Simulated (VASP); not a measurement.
# Cd (P6_3/mmc) in VASP: notebook

Aim: see how the results for Cd move with the level of theory and the settings. Levels: PBEsol, r2SCAN. Tasks: single point.

Program: VASP 6.6.1. These are calculated values, not measurements. Logs are shortened: lines on timing, memory, paths and dates and some standing lists are left out, and cuts for length are marked.

### 1 Starting point

Symmetry: P6_3/mmc, No. 194, hexagonal system. The conventional cell has a = 2.951 Å, b = 2.951 Å, c = 5.602 Å, α = 90.00°, β = 90.00°, γ = 120.00°. Around Cd (site symmetry -6m2) lie 12 Cd at 2.95 to 3.28 Å.

### 2 Single point, PBEsol

Input file INCAR:

```
SYSTEM = Cd
ALGO     = Normal         ! electronic algorithm
EDIFF    = 1E-6           ! SCF threshold, eV
ENCUT    = 700            ! plane-wave cutoff, eV
GGA      = PS             ! functional
ISIF     = 2              ! what is computed and relaxed
ISMEAR   = 0              ! smearing method
LASPH    = .TRUE.         ! aspherical terms in the spheres
LCHARG   = .FALSE.        ! write CHGCAR
LREAL    = .FALSE.        ! projectors in reciprocal space
LWAVE    = .FALSE.        ! write WAVECAR
NELM     = 60             ! most SCF steps
PREC     = Accurate       ! precision mode
SIGMA    = 0.1            ! smearing width, eV
```

Input file KPOINTS:

```
k-points
0
G
  18 18 8
  0 0 0
```

Input file POSCAR:

```
Cd
1.0
    2.9511000000      0.0000000000      0.0000000000
   -1.4755500000      2.5557300000      0.0000000000
    0.0000000000      0.0000000000      5.6024900000
Cd
2
Direct
    0.3333300000      0.6666700000      0.2500000000
    0.6666700000      0.3333300000      0.7500000000
```

Potentials or basis: VASP PAW PBE potentials, release 64 (Cd).

Started as:

```
> cat potpaw_PBE.64/Cd/POTCAR > POTCAR
> mpirun -np 1 vasp_std > vasp.out
```

OUTCAR:

```text
SYSTEM = Cd
   EDIFF = 1E-6
   ENCUT = 700
   GGA = PS
   ISIF = 2
   ISMEAR = 0
   LASPH = .TRUE.
   LREAL = .FALSE.
   NELM = 60
   PREC = Accurate

 ion  position               nearest neighbor table
   1  0.333  0.667  0.250-   2 3.28   2 3.28   2 3.28   2 3.28   2 3.28   2 3.28
   2  0.667  0.333  0.750-   1 3.28   1 3.28   1 3.28   1 3.28   1 3.28   1 3.28

  LATTYP: Found a hexagonal cell.
 ALAT       =     2.9511000000
 C/A-ratio  =     1.8984412592

  Lattice vectors:

 A1 = (   2.9511000000,   0.0000000000,   0.0000000000)
 A2 = (  -1.4755500000,   2.5557300000,   0.0000000000)
 A3 = (   0.0000000000,   0.0000000000,   5.6024900000)

Analysis of symmetry for initial positions (statically):
=====================================================================
 Subroutine PRICEL returns:
 Original cell was already a primitive cell.

 Routine SETGRP: Setting up the symmetry group for a
 hexagonal supercell.

 Subroutine GETGRP returns: Found  8 space group operations
 (whereof  4 operations were pure point group operations)
 out of a pool of 24 trial point group operations.

The static configuration has the point symmetry C_2h.
 The point group associated with its full space group is D_2h.

Analysis of symmetry for dynamics (positions and initial velocities):
=====================================================================
 Subroutine PRICEL returns:
 Original cell was already a primitive cell.

 Routine SETGRP: Setting up the symmetry group for a
 hexagonal supercell.

 Subroutine GETGRP returns: Found  8 space group operations
 (whereof  4 operations were pure point group operations)
 out of a pool of 24 trial point group operations.

The dynamic configuration has the point symmetry C_2h.
 The point group associated with its full space group is D_2h.

 Subroutine INISYM returns: Found  8 space group operations
 (whereof  4 operations are pure point group operations),
 and found     1 'primitive' translations

----------------------------------------------------------------------------------------

                                     Primitive cell

  volume of cell :      42.2552

  direct lattice vectors                    reciprocal lattice vectors
     2.951100000  0.000000000  0.000000000     0.338856698  0.195638819  0.000000000
    -1.475550000  2.555730000  0.000000000     0.000000000  0.391277639  0.000000000
     0.000000000  0.000000000  5.602490000     0.000000000  0.000000000  0.178492063

  length of vectors
     2.951100000  2.951102105  5.602490000     0.391277918  0.391277639  0.178492063

  position of ions in fractional coordinates (direct lattice)
     0.333330000  0.666670000  0.250000000
     0.666670000  0.333330000  0.750000000

  ion indices of the primitive-cell ions
   primitive index   ion index
                 1           1
                 2           2

----------------------------------------------------------------------------------------

 KPOINTS: k-points

Automatic generation of k-mesh.
 Grid dimensions read from file:
 generate k-points for:   18   18    8

 Generating k-lattice:

  Cartesian coordinates                     Fractional coordinates (reciprocal lattice)
     0.018825372  0.010868823  0.000000000     0.055555556  0.000000000  0.000000000
     0.000000000  0.021737647  0.000000000     0.000000000  0.055555556  0.000000000
     0.000000000  0.000000000  0.022311508     0.000000000  0.000000000  0.125000000

  Length of vectors
     0.021737662  0.021737647  0.022311508

  Shift w.r.t. Gamma in fractional coordinates (k-lattice)
     0.000000000  0.000000000  0.000000000

 Subroutine IBZKPT returns following result:
 ===========================================

 Found    455 irreducible k-points:

 Following reciprocal coordinates:
            Coordinates               Weight
  0.000000  0.000000  0.000000      1.000000
  0.055556  0.000000  0.000000      4.000000
 -0.055556  0.055556  0.000000      2.000000
  0.111111  0.000000  0.000000      4.000000
 -0.111111  0.111111  0.000000      2.000000
  0.166667  0.000000  0.000000      4.000000
[... 16 lines left out ...]
 -0.055556  0.166667  0.000000      4.000000
 -0.166667  0.111111  0.000000      4.000000
 [... further k-points ...]
   k-points           NKPTS =    455   k-points in BZ     NKDIM =    455   number of bands    NBANDS=     16
   number of dos      NEDOS =    301   number of ions     NIONS =      2
   total plane-waves  NPLWV =  37632
   dimension x,y,z NGX =    28 NGY =   28 NGZ =   48
   dimension x,y,z NGXF=    56 NGYF=   56 NGZF=   96
   ions per type =               2
   NGX,Y,Z   is equivalent  to a cutoff of  15.77, 15.77, 14.24 a.u.
   NGXF,Y,Z  is equivalent  to a cutoff of  31.55, 31.55, 28.49 a.u.
 SYSTEM =  Cd
   PREC   = accura    normal or accurate (medium, high low for compatibility)
   ISTART =      0    job   : 0-new  1-cont  2-samecut
   ICHARG =      2    charge: 1-file 2-atom 10-const
   ISPIN  =      1    spin polarized calculation?
   LNONCOLLINEAR =      F non collinear calculations
   LSORBIT =      F    spin-orbit coupling
   LASPH  =      T    aspherical Exc in radial PAW
   ENCUT  =  700.0 eV  51.45 Ry    7.17 a.u.   6.37  6.37 12.09*2*pi/ulx,y,z
   NELM   =     60;   NELMIN=  2; NELMDL= -5     # of ELM steps
   EDIFF  = 0.1E-05   stopping-criterion for ELM
   LREAL  =      F    real-space projection
   EDIFFG = 0.1E-04   stopping-criterion for IOM
   NSW    =      0    number of steps for IOM
   IBRION =     -1    ionic relax: 0-MD 1-quasi-New 2-CG
   NFREE  =      0    steps in history (QN), initial steepest desc. (CG)
   ISIF   =      2    stress and relaxation
   ISYM   =      2    0-nonsym 1-usesym 2-fastsym
   POTIM  = 0.5000    time-step for ionic-motion
   TEBEG  =    0.0;   TEEND  =   0.0 temperature during run
   PSTRESS=    0.0 pullay stress
   NELECT =      24.0000    total number of electrons
   NUPDOWN=      -1.0000    fix difference up-down
   EMIN   =  10.00;   EMAX   =-10.00  energy-range for DOS
   EFERMI =   0.00;   METHOD = LEGACY
   ISMEAR =     0;   SIGMA  =   0.10  broadening in eV -4-tet -1-fermi 0-gaus
   EFERMI_NEDOS =   21; number of points for ismear=-14 and -15
   IALGO  =     38    algorithm
   IMIX   =      4    mixing-type and parameters
     AMIX     =   0.40;   BMIX     =  1.00
     AMIX_MAG =   1.60;   BMIX_MAG =  1.00
  volume/ion in A,a.u.               =      21.13       142.58
  Fermi-wavevector in a.u.,A,eV,Ry     =   1.355768  2.562029 25.008947  1.838106
  Thomas-Fermi vector in A             =   2.482827
   LORBIT       =      0    0 simple, 1 ext, 2 COOP (PROOUT), +10 PAW based schemes
   GGA     = PS    functional components
   LHFCALC =     F    Hartree Fock is set to
   AEXX    =    0.0000 exact exchange contribution
   IVDW    =     0    specifies the selected vdW correction
   LEPSILON=     F    determine dielectric tensor
   LRPA    =     F    only Hartree local field effects (RPA)
 non-spin polarized calculation
 Gauss-broadening in eV      SIGMA  =   0.10
  energy-cutoff  :      700.00
  volume of cell :       42.26
 maximum number of plane-waves:      1801
 NGX is ok and might be reduce to    28
   NGX = 13   NGY = 13   NGZ = 25

 number of electron      24.0000005 magnetization

 Free energy of the ion-electron system (eV)
  ---------------------------------------------------
  ext. energy  EPLUGINS =         0.00000000
  ---------------------------------------------------
  free energy    TOTEN  =        -2.40161559 eV

  energy without entropy =       -2.39919909  energy(sigma->0) =       -2.40040734

 E-fermi :   3.0336     XC(G=0): -11.3235

 val. band max:        3.0263857581   @ k =   0.3333   0.3333   0.0000
 cond. band min:       3.0473860936   @ k =  -0.2778   0.2222   0.1250
 fundamental gap:      0.0210003355
 Fermi energy:         3.0336360690

 k-point     1 :       0.0000    0.0000    0.0000
  band No.  band energies     occupation
      1      -7.0048      2.00000
      2      -6.7377      2.00000
      3      -6.3142      2.00000
      4      -6.3142      2.00000
      5      -6.2616      2.00000
      6      -6.2616      2.00000
[... 8 lines left out ...]
     15      17.5472      0.00000
     16      17.8732      0.00000

 k-point     2 :       0.0556    0.0000    0.0000
  band No.  band energies     occupation
      1      -6.9693      2.00000
      2      -6.6986      2.00000
      3      -6.3283      2.00000
      4      -6.2837      2.00000
      5      -6.2746      2.00000
      6      -6.2321      2.00000
[... 8 lines left out ...]
     15      16.4966      0.00000
     16      17.4249      0.00000

 k-point     3 :      -0.0556    0.0556    0.0000
  band No.  band energies     occupation
      1      -6.9693      2.00000
      2      -6.6986      2.00000
      3      -6.3283      2.00000
      4      -6.2837      2.00000
      5      -6.2746      2.00000
      6      -6.2321      2.00000
[... 8 lines left out ...]
     15      16.4966      0.00000
     16      17.4714      0.00000

 k-point     4 :       0.1111    0.0000    0.0000
  band No.  band energies     occupation
      1      -6.8780      2.00000
      2      -6.6147      2.00000
      3      -6.3642      2.00000
      4      -6.2997      2.00000
      5      -6.1949      2.00000
      6      -6.1464      2.00000
[... 8 lines left out ...]
     15      14.3808      0.00000
     16      16.2740      0.00000

 k-point     5 :      -0.1111    0.1111    0.0000
  band No.  band energies     occupation
      1      -6.8780      2.00000
      2      -6.6147      2.00000
      3      -6.3642      2.00000
      4      -6.2997      2.00000
      5      -6.1949      2.00000
      6      -6.1464      2.00000
[... 8 lines left out ...]
     15      14.3808      0.00000
     16      16.2739      0.00000

 k-point     6 :       0.1667    0.0000    0.0000
  band No.  band energies     occupation
      1      -6.7949      2.00000
      2      -6.5462      2.00000
      3      -6.4202      2.00000
      4      -6.2634      2.00000
      5      -6.0561      2.00000
      6      -6.0126      2.00000
[... 8 lines left out ...]
     15      14.3157      0.00000
     16      15.1525      0.00000
[... 267 lines left out ...]
 k-point    21 :      -0.0556    0.1111    0.0000
  band No.  band energies     occupation
      1      -6.9042      2.00000
      2      -6.6361      2.00000
      3      -6.3525      2.00000
      4      -6.2964      2.00000
      5      -6.2203      2.00000
      6      -6.1850      2.00000
[... 8 lines left out ...]
     15      15.4813      0.00000
     16      15.5036      0.00000

 k-point    22 :       0.1111    0.0556    0.0000
  band No.  band energies     occupation
      1      -6.8021      2.00000
      2      -6.5611      2.00000
      3      -6.3925      2.00000
      4      -6.3149      2.00000
      5      -6.0975      2.00000
      6      -6.0949      2.00000
[... 8 lines left out ...]
     15      14.1446      0.00000
     16      14.5108      0.00000

 k-point    23 :      -0.0556    0.1667    0.0000
  band No.  band energies     occupation
      1      -6.8022      2.00000
      2      -6.5611      2.00000
      3      -6.3925      2.00000
      4      -6.3149      2.00000
      5      -6.0975      2.00000
      6      -6.0949      2.00000
[... 8 lines left out ...]
     15      14.1446      0.00000
     16      14.5108      0.00000

 k-point    24 :      -0.1667    0.1111    0.0000
  band No.  band energies     occupation
      1      -6.8022      2.00000
      2      -6.5611      2.00000
      3      -6.3925      2.00000
      4      -6.3149      2.00000
      5      -6.0975      2.00000
      6      -6.0949      2.00000
[... 8 lines left out ...]
     15      14.1446      0.00000
     16      14.5108      0.00000

 [... further k-points ...]

------------------------ aborting loop because EDIFF is reached ----------------------------------------

  FORCE on cell =-STRESS in cart. coord.  units (eV):
  Direction    XX          YY          ZZ          XY          YZ          ZX
  --------------------------------------------------------------------------------------
  -------------------------------------------------------------------------------------
  Total        0.0248921      0.0248739      0.0184263     -0.0000158     -0.0000000      0.0000000
  in kB        0.9438281      0.9431377      0.6986649     -0.0005994     -0.0000000      0.0000000
  external PRESSURE =       0.8618769 kB  Pullay stress =       0.0000000 kB

 VOLUME and BASIS-vectors are now :
 -----------------------------------------------------------------------------
  energy-cutoff  :      700.00
  volume of cell :       42.26
      direct lattice vectors                 reciprocal lattice vectors
     2.951100000  0.000000000  0.000000000     0.338856698  0.195638819  0.000000000
    -1.475550000  2.555730000  0.000000000     0.000000000  0.391277639  0.000000000
     0.000000000  0.000000000  5.602490000     0.000000000  0.000000000  0.178492063

 POSITION                                       TOTAL-FORCE (eV/Angst)
 -----------------------------------------------------------------------------------
     -0.00001      1.70383      1.40062         0.000009     -0.000005      0.000000
      1.47556      0.85190      4.20187        -0.000009      0.000005      0.000000
 -----------------------------------------------------------------------------------
    total drift:                                0.000000      0.000000      0.000000

  FREE ENERGIE OF THE ION-ELECTRON SYSTEM (eV)
  ---------------------------------------------------
  free  energy   TOTEN  =        -2.4016155946 eV

  energy  without entropy=       -2.3991990937  energy(sigma->0) =       -2.40040734
```

Wall time 1.9 min (1 thread of Intel Xeon 6975P-C (Granite Rapids), shared host); peak memory 0.51 GiB.

What came out:

```
Free energy            : -2.4016 eV
Pressure               : 0.1 GPa
Band gap on the k mesh : none (metal or under the smearing width)
```

Levels at points of the mesh, in eV from the Fermi level:
```tsv
k point	band 10	band 11	band 12	band 13	band 14	band 15
(0.00, 0.00, 0.00)	-8.52	-8.52	-3.28	-3.18	10.41	14.51
(0.50, 0.00, 0.00)	-8.22	-2.49	-1.92	1.88	2.94	3.16
(0.50, 0.50, 0.00)	-8.22	-2.49	-1.92	1.88	2.94	3.17
(0.00, 0.00, 0.50)	-8.63	-7.61	-7.61	3.56	3.56	14.85
(0.50, 0.00, 0.50)	-8.23	-1.70	-1.70	0.06	0.06	8.02
(0.50, 0.50, 0.50)	-8.23	-1.70	-1.70	0.06	0.06	8.02
```

Caveat: the PAW data sets were made with another functional, which shifts forces and pressure a little.

### 3 Single point, PBEsol

INCAR, as its differences from that of step 2:

```diff
@@ -3,3 +3,3 @@
 EDIFF    = 1E-6           ! SCF threshold, eV
-ENCUT    = 700            ! plane-wave cutoff, eV
+ENCUT    = 520            ! plane-wave cutoff, eV
 GGA      = PS             ! functional
```

Input file KPOINTS:

```
k-points
0
G
  24 24 12
  0 0 0
```

POSCAR is that of step 2.

Potentials or basis: VASP PAW PBE potentials, release 64 (Cd).

Started as:

```
> cat potpaw_PBE.64/Cd/POTCAR > POTCAR
> mpirun -np 1 vasp_std > vasp.out
```

OUTCAR:

```text
SYSTEM = Cd
   EDIFF = 1E-6
   ENCUT = 520
   GGA = PS
   ISIF = 2
   ISMEAR = 0
   LASPH = .TRUE.
   LREAL = .FALSE.
   NELM = 60
   PREC = Accurate

 ion  position               nearest neighbor table
   1  0.333  0.667  0.250-   2 3.28   2 3.28   2 3.28   2 3.28   2 3.28   2 3.28
   2  0.667  0.333  0.750-   1 3.28   1 3.28   1 3.28   1 3.28   1 3.28   1 3.28

  LATTYP: Found a hexagonal cell.
 ALAT       =     2.9511000000
 C/A-ratio  =     1.8984412592

  Lattice vectors:

 A1 = (   2.9511000000,   0.0000000000,   0.0000000000)
 A2 = (  -1.4755500000,   2.5557300000,   0.0000000000)
 A3 = (   0.0000000000,   0.0000000000,   5.6024900000)

Analysis of symmetry for initial positions (statically):
=====================================================================
 Subroutine PRICEL returns:
 Original cell was already a primitive cell.

 Routine SETGRP: Setting up the symmetry group for a
 hexagonal supercell.

 Subroutine GETGRP returns: Found  8 space group operations
 (whereof  4 operations were pure point group operations)
 out of a pool of 24 trial point group operations.

The static configuration has the point symmetry C_2h.
[... 165 lines left out ...]
 E-fermi :   2.9571     XC(G=0): -11.3232

 val. band max:        2.9562353297   @ k =   0.3750   0.3333   0.4167
 cond. band min:       2.9799988697   @ k =  -0.2083   0.2083   0.1667
 fundamental gap:      0.0237635400
 Fermi energy:         2.9571364771

 k-point     1 :       0.0000    0.0000    0.0000
  band No.  band energies     occupation
      1      -7.0028      2.00000
      2      -6.7355      2.00000
      3      -6.3099      2.00000
      4      -6.3099      2.00000
      5      -6.2573      2.00000
      6      -6.2572      2.00000
[... 433 lines left out ...]
      3      -6.7561      2.00000
      4      -6.2542      2.00000
      5      -6.0388      2.00000
      6      -5.9432      2.00000
[... 8 lines left out ...]
     15       6.2006      0.00000
     16       8.2375      0.00000

 [... further k-points ...]

------------------------ aborting loop because EDIFF is reached ----------------------------------------

  FORCE on cell =-STRESS in cart. coord.  units (eV):
  Direction    XX          YY          ZZ          XY          YZ          ZX
  --------------------------------------------------------------------------------------
  -------------------------------------------------------------------------------------
  Total        0.0895641      0.0895450     -0.0751363     -0.0000167      0.0000000      0.0000000
  in kB        3.3959769      3.3952504     -2.8489225     -0.0006348      0.0000000      0.0000000
  external PRESSURE =       1.3141016 kB  Pullay stress =       0.0000000 kB

 VOLUME and BASIS-vectors are now :
 -----------------------------------------------------------------------------
  energy-cutoff  :      520.00
  volume of cell :       42.26
      direct lattice vectors                 reciprocal lattice vectors
     2.951100000  0.000000000  0.000000000     0.338856698  0.195638819  0.000000000
    -1.475550000  2.555730000  0.000000000     0.000000000  0.391277639  0.000000000
     0.000000000  0.000000000  5.602490000     0.000000000  0.000000000  0.178492063

 POSITION                                       TOTAL-FORCE (eV/Angst)
 -----------------------------------------------------------------------------------
     -0.00001      1.70383      1.40062         0.000010     -0.000006      0.000000
      1.47556      0.85190      4.20187        -0.000010      0.000006     -0.000000
 -----------------------------------------------------------------------------------
    total drift:                                0.000000      0.000000      0.000000

  FREE ENERGIE OF THE ION-ELECTRON SYSTEM (eV)
  ---------------------------------------------------
  free  energy   TOTEN  =        -2.4007718180 eV

  energy  without entropy=       -2.3989893453  energy(sigma->0) =       -2.39988058
```

Run time: 2.5 min. Hardware: 1 thread of Intel Xeon 6975P-C (Granite Rapids), shared host; peak memory 0.69 GiB.

What came out:

```
Free energy            : -2.4008 eV
Pressure               : 0.1 GPa
Band gap on the k mesh : none (metal or under the smearing width)
```

Stress tensor (GPa, compression positive):
```
 0.34  0.00  0.00
 0.00  0.34  0.00
 0.00  0.00 -0.28
```

Levels at points of the mesh, in eV from the Fermi level:
```tsv
k point	band 10	band 11	band 12	band 13	band 14	band 15
(0.00, 0.00, 0.00)	-8.44	-8.44	-3.21	-3.11	10.48	14.59
(0.50, 0.00, 0.00)	-8.13	-2.42	-1.84	1.96	3.02	3.24
(0.50, 0.50, 0.00)	-8.13	-2.42	-1.84	1.96	3.02	3.24
(0.00, 0.00, 0.50)	-8.55	-7.53	-7.53	3.64	3.64	14.93
(0.50, 0.00, 0.50)	-8.15	-1.63	-1.63	0.14	0.14	8.09
(0.50, 0.50, 0.50)	-8.15	-1.63	-1.63	0.14	0.14	8.09
```

Caveat: the PAW data sets were made with another functional, which shifts forces and pressure a little.

[end of part 1 of 2]
